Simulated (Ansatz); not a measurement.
# Cu₃N: pressure against volume

Cu₃N, Pm-3m, a = 3.827 Å. The structure is a COD entry; whether it is the stable form wasn't checked. Ansatz: PBE, PAW, 420 eV, Γ-centred 10×10×10 mesh on 4 atoms, Gaussian smearing 0.01 eV; no spin polarisation. Symmetry fixes shape and atoms, so the cell is only scaled; pressure is positive in compression.

| V (Å³/atom) | P (GPa) |
| --- | --- |
| 12.334 | 19.94 |
| 12.754 | ? |
| 13.175 | 8.35 |
| 13.595 | 3.82 |
| 14.016 | 0.00 |
| 14.436 | -3.21 |
| 14.857 | -5.90 |
| 15.417 | -8.84 |

Q: Take V0 = 14.016 Å³/atom, fit the third-order Birch–Murnaghan form to the other rows, and predict the missing pressure.

A: With the Eulerian strain f = ½[(V0/V)^(2/3) − 1] and y = P/[3f(1 + 2f)^(5/2)], the form is the line y = B0 + 1.5 B0 (B0′ − 4) f. Rows (f, y): 0.04448, 120.8; 0.02106, 119.2; 0.01027, 117.8; -0.00975, 115.3; -0.01905, 113.8; -0.03077, 112.2. Means f = 0.002707, y = 116.52; Σ(Δf)² = 0.003888, ΣΔfΔy = 0.4567; the slope is their ratio. y = 116.2 + 117.4 f GPa, so B0 = 116.2 GPa and B0′ = 4 + 2 × (117.4)/(3 × 116.2) = 4.67. At V = 12.754, f = 0.03246, y = 120.01 and P = 13.68 GPa. The run gave 13.63 GPa, so the fit is 0.05 GPa too high, within twice the rms miss on the fitted rows (0.05 GPa).

Where the gap has closed, the smearing of 0.02 eV or less is narrow for a metal on this mesh.